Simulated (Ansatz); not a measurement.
Pd:

```
Pd
1.0
     2.78367    0.00000    0.00000
    -1.39183    2.41072    0.00000
     0.00000    0.00000    4.62889
Pd
2
Direct
  0.33333 0.66667 0.25000
  0.66667 0.33333 0.75000
```

This isn't the form of Pd at room conditions, which is fcc.

Program: Ansatz 0.2.0. Alike in all runs: task band structure; potentials or basis Ansatz PAW; no spin polarisation; cell as given; smearing fermi-dirac 0.05 eV.

Question: Order these runs on this cell by their pressure, lowest first.
A. level PBEsol; k mesh 6 × 6 × 4; cutoff (eV) 420; mesh quality coarse
B. level LDA; k mesh 6 × 6 × 4; cutoff (eV) 420; mesh quality coarse
C. level r2SCAN; k mesh 11 × 11 × 6; cutoff (eV) 500; mesh quality not flagged

Answer: B (-16.2 GPa), A (-10.9 GPa), C (-5.6 GPa).

Caveats: some runs use coarse meshes; the PAW data sets come from PBE, with cores solved anew for the run's functional, which leaves a small shift of forces and pressure.
